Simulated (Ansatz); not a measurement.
Method: Ansatz, DFT PBE, scalar-relativistic, plane waves, PAW. All cells share a 420 eV cutoff and Γ-centred k meshes spaced at most about 0.3 Å⁻¹ (about 0.25 or finer for metals, 2π included). No spin polarisation in the final relaxations.

All energies are static (0 K, no zero-point motion).

Compare these two cells of In₂GaP₃, each relaxed at this level.

A.

```
In Ga P
1.0
     3.83404    0.00000    0.00000
    -1.91702    3.32037    0.00000
     0.00000    0.00000    9.35809
In Ga P
2 1 3
Direct
  0.33333 0.66667 0.67367
  0.66667 0.33333 0.32633
  0.00000 0.00000 0.00000
  0.00000 0.00000 0.50000
  0.33333 0.66667 0.14819
  0.66667 0.33333 0.85181
```

B.

```
In Ga P
1.0
     4.10731    0.00000    0.00000
    -2.05365    3.55703    0.00000
     0.00000    0.00000   10.09785
In Ga P
2 1 3
Direct
  0.00000 0.00000 0.99320
  0.66667 0.33333 0.33898
  0.33333 0.66667 0.66572
  0.00000 0.00000 0.73758
  0.33333 0.66667 0.42979
  0.66667 0.33333 0.08473
```

Question: Which would you expect to be lower, and how large is the difference?

Answer: B is lower, by 284 meV/atom. A has In and Ga ordered on rock salt sites, space group P-3m1 (No. 164), 19.9 Å³/atom and no gap on its mesh; B has In and Ga ordered on zinc blende sites, space group P3m1 (No. 156), 24.6 Å³/atom and a gap of 0.42 eV. Counting P atoms around Ga and In (those within 1.25 times the shortest such distance or 1.15 times the sum of covalent radii), A has In 6, Ga 6 and B has In 4, Ga 4. The lower one is the more open, so pressure narrows the difference. In A, In has 6 P at 2.75–2.77 Å; around Ga lie 6 P at 2.61 Å; P on a site of symmetry -3m has 6 In at 2.75 Å; 1 more site not described. In B, around In on its first site lie 4 P at 2.55–2.58 Å; Ga is surrounded by 4 P at 2.38–2.48 Å; around P on its first site lie 3 Ga at 2.48 Å and 1 In at 2.58 Å; 3 more sites not described. Both come from invented guesses.

Kohn–Sham gaps at this level usually fall short of measured ones. With atoms moved at random, P3m1 came back. Other cells relaxed within their symmetry can be saddle points.
